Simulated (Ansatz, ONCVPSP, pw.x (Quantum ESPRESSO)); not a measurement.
Equation-of-state test of one ONCV potential (H (Z = 1))

ONCVPSP 4.0.1.1 (patched build) input, shortened (lines: element, Z, core and valence counts, functional; n l f; lmax; l rc ep ncon nbas qcut; lloc lpopt rc5 dvloc0; l nproj debl; icmod fcfact rcfact), PBE, scalar-relativistic:

```
  H 1.00    0    1        4      upf
    1    0    1.00
    0
    0    1.55    0.00    3    8    8.40
    4    5    1.50    0.00
    0    2    1.60
    0    0.00    0.00
```

Crystal test: fcc H in pw.x 7.5, no spin, 18³ k-points, Fermi–Dirac smearing 0.01 Ry, cutoffs 45/180 Ry. The reference is all-electron LAPW (Ansatz 0.2.0) with the same functional, mesh and smearing; V0 and B0 come from Birch–Murnaghan fits to the pressures at five volumes. Errors are pseudo minus all-electron; Δ is the rms difference of the E(V) curves that follow from these fits, minima aligned, over ±6 % about the mean V0. Mesh and smearing are coarse, so the numbers serve the comparison and aren't converged zero-temperature values; the lattice is a test structure that the element need not adopt.

All-electron: a0 = 2.282 Å (V0 = 2.97 Å³/atom), B0 = 107.9 GPa.

Problem. How far does the potential miss the all-electron equation of state?

Solution. mean pressure error (GPa): +10.12. The pressure does not cross zero within the volumes sampled, so no fit is given. This is a poor potential for the solid.

```tsv
V (Å³/atom)	P all-electron (GPa)	P pseudo (GPa)
2.826	5.78	17.32
2.901	2.63	13.39
2.975	-0.20	9.86
3.049	-2.74	6.67
3.124	-5.03	3.80
```

Problem. At the middle volume, how do free energy and pressure move when the wave cutoff is lowered (ecutrho kept at four times it)?

Solution.

```csv
cutoff (Ry),shift of F (meV/atom),shift of P (GPa)
20,+89.3,-9.43
27,+21.9,-3.52
36,+3.1,-0.75
```

The run at the middle volume (195 k-points, 3 iterations) took about 1.5 s on one core of a shared host (Neoverse-N1, 64 threads, 124 GiB, load 50).
